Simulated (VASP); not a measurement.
# SnSe (F-43m) in VASP: further runs, part 2 of 3

VASP 6.6.1. The steps go on from the part before.

## (3) G0W0 quasiparticle levels, LDA

The input, POSCAR:

```
SnSe
1.0
    0.0000000000      3.3908400000      3.3908400000
    3.3908400000      0.0000000000      3.3908400000
    3.3908400000      3.3908400000      0.0000000000
Sn Se
1 1
Direct
    0.0000000000      0.0000000000      0.0000000000
    0.7500000000      0.7500000000      0.7500000000
```

The input, INCAR.step1:

```
  PREC = Accurate
  ENCUT = 500
  EDIFF = 1E-8
  ISMEAR = 0
  SIGMA = 0.01
  LREAL = False
  LASPH = True
  NELM = 60
  ALGO = Normal
  LWAVE = True
  LCHARG = False
  GGA = CA
```

The input, INCAR.step2:

```
  PREC = Accurate
  ENCUT = 500
  EDIFF = 1E-8
  ISMEAR = 0
  SIGMA = 0.01
  LREAL = False
  LASPH = True
  NELM = 1
  ALGO = Exact
  LWAVE = True
  LCHARG = False
  GGA = CA
  NBANDS = 113
  LOPTICS = True
  ISTART = 1
```

The input, INCAR.step3:

```
  PREC = Accurate
  ENCUT = 500
  EDIFF = 1E-8
  ISMEAR = 0
  SIGMA = 0.01
  LREAL = False
  LASPH = True
  ALGO = EVGW0
  LWAVE = True
  LCHARG = False
  GGA = CA
  NELMGW = 1
  NBANDS = 113
  ENCUTGW = 100
  NOMEGA = 48
  PRECFOCK = Fast
  ISTART = 1
  NBANDSGW = 18
```

The input, INCAR.step4:

```
  PREC = Accurate
  ENCUT = 500
  EDIFF = 1E-8
  ISMEAR = 0
  SIGMA = 0.01
  LREAL = False
  LASPH = True
  ALGO = BSE
  LWAVE = False
  LCHARG = False
  GGA = CA
  NBANDS = 113
  ENCUTGW = 100
  NBANDSO = 4
  NBANDSV = 4
  ANTIRES = 0
  OMEGAMAX = 20
  PRECFOCK = Fast
  ISTART = 1
  NBSEEIG = 10
```

The input, KPOINTS:

```
regular mesh
0
Gamma
  5 5 5
```

Potentials or basis: VASP PAW LDA potentials, release 64 (Sn_d_GW, Se_GW).

Started as:

```console
$ cat potpaw_LDA.64/Sn_d_GW/POTCAR potpaw_LDA.64/Se_GW/POTCAR > POTCAR
$ cp INCAR.step1 INCAR
$ mpirun -np 1 vasp_std > vasp.out
$ cp INCAR.step2 INCAR
$ mpirun -np 1 vasp_std > vasp.out
$ cp INCAR.step3 INCAR
$ mpirun -np 1 vasp_std > vasp.out
$ cp INCAR.step4 INCAR
$ mpirun -np 1 vasp_std > vasp.out
```

OUTCAR:

```text
PREC = Accurate
   ENCUT = 500
   EDIFF = 1E-8
   ISMEAR = 0
   LREAL = False
   LASPH = True
   GGA = CA
   ENCUTGW = 100
   PRECFOCK = Fast
   ISTART = 1

 ion  position               nearest neighbor table
   1  0.000  0.000  0.000-   2 2.94   2 2.94   2 2.94   2 2.94
   2  0.750  0.750  0.750-   1 2.94   1 2.94   1 2.94   1 2.94

  LATTYP: Found a face centered cubic cell.
 ALAT       =     6.7816800000

  Lattice vectors:

 A1 = (   0.0000000000,   3.3908400000,   3.3908400000)
 A2 = (   3.3908400000,   0.0000000000,   3.3908400000)
 A3 = (   3.3908400000,   3.3908400000,   0.0000000000)

Analysis of symmetry for initial positions (statically):
=====================================================================
 Subroutine PRICEL returns:
 Original cell was already a primitive cell.

 Routine SETGRP: Setting up the symmetry group for a
 face centered cubic supercell.

 Subroutine GETGRP returns: Found 24 space group operations
 (whereof 24 operations were pure point group operations)
 out of a pool of 48 trial point group operations.

The static configuration has the point symmetry T_d .

Analysis of symmetry for dynamics (positions and initial velocities):
=====================================================================
 Subroutine PRICEL returns:
 Original cell was already a primitive cell.

[... 94 lines left out ...]
   EDIFFG = 0.1E-06   stopping-criterion for IOM
   NSW    =      0    number of steps for IOM
   IBRION =     -1    ionic relax: 0-MD 1-quasi-New 2-CG
   NFREE  =      0    steps in history (QN), initial steepest desc. (CG)
   ISIF   =      0    stress and relaxation
   ISYM   =      3    0-nonsym 1-usesym 2-fastsym
   POTIM  = 0.5000    time-step for ionic-motion
   TEBEG  =    0.0;   TEEND  =   0.0 temperature during run
   PSTRESS=    0.0 pullay stress
   NELECT =      20.0000    total number of electrons
   NUPDOWN=      -1.0000    fix difference up-down
   EMIN   =  10.00;   EMAX   =-10.00  energy-range for DOS
   EFERMI =   0.00;   METHOD = LEGACY
   ISMEAR =     0;   SIGMA  =   0.01  broadening in eV -4-tet -1-fermi 0-gaus
   EFERMI_NEDOS =   21; number of points for ismear=-14 and -15
   IALGO  =     38    algorithm
   IMIX   =      4    mixing-type and parameters
     AMIX     =   0.40;   BMIX     =  1.00
     AMIX_MAG =   1.60;   BMIX_MAG =  1.00
  volume/ion in A,a.u.               =      38.99       263.10
  Fermi-wavevector in a.u.,A,eV,Ry     =   1.040162  1.965621 14.720638  1.081936
  Thomas-Fermi vector in A             =   2.174725
   LORBIT       =      0    0 simple, 1 ext, 2 COOP (PROOUT), +10 PAW based schemes
   GGA     = CA    functional components
   LHFCALC =     T    Hartree Fock is set to
   PRECFOCK=fast      Normal, Fast or Accurate (Low or Medium for compatibility)
   ENCUT4O =  -1.0   cutoff for four orbital integrals eV
   NKREDX  =     1    reduce k-point grid by
   NKREDY  =     1    reduce k-point grid by
   NKREDZ  =     1    reduce k-point grid by
   AEXX    =    1.0000 exact exchange contribution
   HFSCREEN=    0.0000 screening length (either q_TF or 0.3 A-1)
   HFSCREENC=   0.0000 screening length for correlation (either q_TF or 0.3 A-1)
   ENCUTFOCK=  -1.0 apply spherical cutoff to Coloumb kernel
   IVDW    =     0    specifies the selected vdW correction
   LEPSILON=     F    determine dielectric tensor
   LRPA    =     F    only Hartree local field effects (RPA)
   LRPAFORCE           =     F    calculate RPA forces
   ENCUTGW             = 100.0    cutoff for response function in eV
   ENCUTGWSOFT         =  80.0    soft cutoff for Coulomb kernel in GW response function in eV
   ENCUTLF             =  -1.0    cutoff for local field effects
   NELMGW              =     1    number of iterations in solving QP/BSE equation
   NELMHF              =     1    number of iterations in the inner HF iteration
   NKREDLFX            =     1    NKREDLFY  =   1   NKREDLFZ  =   1
 non-spin polarized calculation
 Gauss-broadening in eV      SIGMA  =   0.01
  energy-cutoff  :      500.00
  volume of cell :       77.97
 maximum number of plane-waves:      1996
  NGX = 20; NGY = 20; NGZ = 20
   NGX = 17   NGY = 17   NGZ = 17
 maximum number of plane-waves:       185
 NGX is ok and might be reduce to    18

 BSE (scaLAPACK) attempting allocation of   0.064 Gbyte  rank=   2000

=======================================================================
```

OUTCAR.step1:

```text
PREC = Accurate
   ENCUT = 500
   EDIFF = 1E-8
   ISMEAR = 0
   LREAL = False
[... 375 lines left out ...]
      0.00000      0.00000      0.00000         0.000000      0.000000      0.000000
      5.08626      5.08626      5.08626        -0.000000     -0.000000     -0.000000
 -----------------------------------------------------------------------------------
    total drift:                                0.000000      0.000000      0.000000

  FREE ENERGIE OF THE ION-ELECTRON SYSTEM (eV)
  ---------------------------------------------------
  free  energy   TOTEN  =        -8.7254195290 eV

  energy  without entropy=       -8.7254195290  energy(sigma->0) =       -8.72541953
```

OUTCAR.step2:

```text
PREC = Accurate
   ENCUT = 500
   EDIFF = 1E-8
   ISMEAR = 0
   LREAL = False
[... 789 lines left out ...]
     0.00000    11.89794    11.89794    11.89794    -0.00000    -0.00000     0.00000
     1.01909    15.19956    15.19956    15.19956    -0.00000    -0.00000     0.00000
     2.03818     4.13603     4.13603     4.13603     0.00000     0.00000     0.00000
     3.05728     3.47767     3.47767     3.47767    -0.00000    -0.00000    -0.00000
     4.07637    -7.34254    -7.34254    -7.34254    -0.00000     0.00000     0.00000
     5.09546    -6.14513    -6.14513    -6.14513    -0.00000     0.00000    -0.00000
[... 92 lines left out ...]
    99.87105     0.94934     0.94934     0.94934     0.00000     0.00000     0.00000
   100.89015     0.95076     0.95076     0.95076     0.00000     0.00000     0.00000
```

It took 8.1 min on 1 thread of Intel Xeon 6975P-C (Granite Rapids), shared host; peak memory 1.2 GiB.

Results:

- Band gap on the k mesh, mean-field level: 0.31 eV, indirect (least direct gap 0.69 eV)
- Quasiparticle gap: 0.61 eV
- Least direct quasiparticle gap: 1.07 eV

Levels at points of the mesh, in eV from the valence-band top:
```csv
k point,band 8,band 9,band 10,band 11,band 12,band 13
"(0.00, 0.00, 0.00)",-1.90,-1.90,-1.90,1.72,1.72,1.72
```

Dielectric function (mean over the directions given):
| energy (eV) | real part | imaginary part |
| --- | --- | --- |
| 0.32 | 11.00 | 0.14 |
| 0.80 | 12.37 | 0.83 |
| 1.28 | 16.50 | 2.72 |
| 1.76 | -2.37 | 20.56 |
| 2.32 | 4.57 | 2.43 |
| 2.80 | 14.04 | 5.55 |
| 3.28 | 1.26 | 6.96 |
| 3.76 | 7.60 | 8.09 |
| 4.32 | -6.70 | 12.93 |
| 4.80 | -2.12 | 5.55 |
| 5.29 | -3.77 | 7.14 |
| 5.85 | -1.57 | 3.94 |
| 6.33 | -2.26 | 2.96 |
| 6.81 | -3.32 | 3.09 |
| 7.29 | -2.01 | 1.20 |
| 7.85 | -1.55 | 0.92 |
| 8.33 | -0.66 | 1.51 |
| 8.81 | -0.44 | 2.25 |
| 9.37 | -1.33 | 0.69 |
| 9.85 | -1.12 | 0.54 |
| 10.33 | -0.28 | 0.98 |
| 10.81 | -1.18 | 0.30 |
| 11.37 | -0.26 | 0.33 |
| 11.85 | -0.85 | 0.40 |
| 12.33 | -0.35 | 0.08 |
| 12.89 | -0.22 | 0.19 |
| 13.37 | -0.11 | 0.09 |
| 13.85 | 0.03 | 0.02 |
| 14.33 | 0.13 | 0.02 |
| 14.89 | 0.22 | 0.01 |
| 15.38 | 0.28 | 0.01 |
| 15.86 | 0.34 | 0.01 |
| 16.42 | 0.39 | 0.01 |
| 16.90 | 0.43 | 0.01 |
| 17.38 | 0.47 | 0.01 |
| 17.86 | 0.50 | 0.01 |
| 18.42 | 0.54 | 0.01 |
| 18.90 | 0.56 | 0.01 |
| 19.38 | 0.59 | 0.00 |
| 19.94 | 0.61 | 0.00 |

Lowest excitation energies (eV) and strengths:
| energy | strength |
| --- | --- |
| 0.874 | 1.59 |
| 0.874 | 1.59 |
| 0.874 | 1.59 |
| 0.886 | 0 |
| 0.886 | 0 |
| 0.886 | 0 |
| 1.423 | 5.35 |
| 1.423 | 5.35 |
| 1.423 | 5.35 |
| 1.430 | 0 |

Caveat: bands, screening cutoff and mesh are small and nothing is extrapolated, so the quasiparticle values aren't converged; spectra need much finer meshes, so this one isn't converged; spin-orbit coupling is left out, which moves the levels of the heavy elements; an odd mesh through Γ misses points on the zone boundary, where band edges often lie.

[end of part 2 of 3]
